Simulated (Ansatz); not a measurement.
Theory: DFT PBE, scalar-relativistic, plane waves, PAW (Ansatz 0.2.0). Settings: cutoff 420 eV, Γ-centred meshes spaced at most about 0.3 Å⁻¹, and about 0.25 Å⁻¹ or finer for metals (2π included), Gaussian smearing. No spin polarisation.

Each guess is relaxed in cell and atoms at zero pressure, on a coarse mesh first where it starts far from rest and then on a converged one. The steps can't lower the symmetry of the start, but it can rise. Energies are static (0 K, no zero-point motion).

Two unrelaxed guesses for Te5Mo:

A.

```
CELL_PARAMETERS angstrom
4.97037 0.00000 0.00000
0.00000 4.97037 0.00000
0.00000 0.00000 5.59708
ATOMIC_POSITIONS crystal
Te 0.33829 0.00000 0.50000
Te 0.66171 0.00000 0.50000
Te 0.00000 0.33829 0.50000
Te 0.00000 0.66171 0.50000
Te 0.50000 0.50000 0.50000
Mo 0.00000 0.00000 0.00000
```

B.

```
CELL_PARAMETERS angstrom
6.22543 0.00000 0.00000
-3.11271 5.39138 0.00000
0.00000 0.00000 5.69251
ATOMIC_POSITIONS crystal
Te 0.00000 0.36336 0.50000
Te 0.63664 0.63664 0.50000
Te 0.36336 0.00000 0.50000
Te 0.66667 0.33333 0.00000
Te 0.33333 0.66667 0.00000
Mo 0.00000 0.00000 0.00000
```

**Question.** Which guess leads to the lower structure, and by how much?

**Answer.** B ends lower, by 99 meV/atom. A: P4/mmm at 23.0 Å³/atom → P4/mmm at 35.7 Å³/atom; B: P-62m at 31.8 Å³/atom → P-62m at 32.7 Å³/atom. Counting Te atoms around Mo (those within 1.25 times the shortest such distance or 1.15 times the sum of covalent radii, 1.27 where that leaves under three), the end of A has Mo 8 and the end of B has Mo 6. End of A. Conventional cell: a = 8.262 Å, c = 3.142 Å. Around Te on a site of symmetry m2m lie 2 Mo at 2.82 Å, 4 Te at 3.14–3.31 Å and 1 Te at 3.58 Å; around Te on a site of symmetry 4/mmm lie 2 Te at 3.14 Å; Mo is surrounded by 8 Te at 2.82 Å and 2 Mo at 3.14 Å. End of B. Conventional cell: a = 8.343 Å, c = 3.259 Å. Te on a site of symmetry m2m has 2 Mo at 2.71 Å, 2 Te at 3.26 Å, 4 Te at 3.54 Å and 2 Te at 3.74 Å; Te on a site of symmetry -6 is surrounded by 2 Te at 3.26 Å and 6 Te at 3.54 Å; around Mo lie 6 Te at 2.71 Å and 2 Mo at 3.26 Å.

Ends held by symmetry can be saddle points. Neither end is the lowest form computed: that has space group P-6m2 (No. 187) and lies 180 meV/atom below the better end. Even the lowest of the cells shown lies +0.22 eV/atom against the elements. No dispersion correction is applied, so the spacing and binding between layers, chains or molecules are poorly described (P-62m, P4/mmm), and this can change margins and order among such cells. These runs have no spin–orbit coupling, which can matter for Te. Some structure types and database cells were kept out of the candidates from the start, so a known form may be missing.
